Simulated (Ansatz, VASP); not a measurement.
**One calculation of Ca, two programs**

File INCAR:

```
  PREC = Accurate
  ENCUT = 520
  EDIFF = 1E-6
  ISMEAR = -1
  SIGMA = 0.05
  LREAL = F
  LASPH = T
  NELM = 60
  ALGO = Normal
  ISIF = 2
  LWAVE = F
  LCHARG = F
  GGA = PS
  NBANDS = 11
```

The input KPOINTS:

```
Automatic mesh
0
Gamma
  13 13 13
```

Contents of POSCAR:

```
Ca
1.0
    0.0000000000      2.4785430330      2.4785430330
    2.4785430330      0.0000000000      2.4785430330
    2.4785430330      2.4785430330      0.0000000000
Ca
1
Direct
    0.0000000000      0.0000000000      0.0000000000
```

Input for Ansatz:

```yaml
crystal:
  lattice:
    - [0.0, 2.478543033, 2.478543033]
    - [2.478543033, 0.0, 2.478543033]
    - [2.478543033, 2.478543033, 0.0]
  atoms:
    - { symbol: Ca, position: [0.0, 0.0, 0.0] }
kpoints:
  mp_grid: { grid: [13, 13, 13] }
scf:
  occupations: { method: fermi_dirac, width: 0.05 }
hamiltonian:
  xc: pbesol
  pseudopotentials: { kind: paw }
output:
  forces: true
  stress: true
  eigenvalues: true
  populations: true
```

Change from the starting cell: volume scaled by 0.75, PAW files.

Alike in both runs: task single point; functional PBEsol; k mesh 13 × 13 × 13; occupations fermi-dirac, width 0.05 eV; no spin polarisation.

```csv
,VASP,Ansatz
version,VASP 6.6.1,Ansatz 0.2.0
potentials or method,"VASP PAW PBE potentials, release 64 (Ca_sv)","PAW with Ansatz's default frozen-core files, scalar-relativistic"
plane-wave cutoff (eV),520,420
valence electrons in the cell,10,10
```

|  | VASP | Ansatz | Ansatz less VASP |
| --- | --- | --- | --- |
| pressure (GPa) | 8.0 | 8.0 | 0.00 |

Caveats: the PAW data sets were made with another functional, which shifts forces and pressure a little (VASP); an odd mesh through Γ misses points on the zone boundary, where band edges often lie.
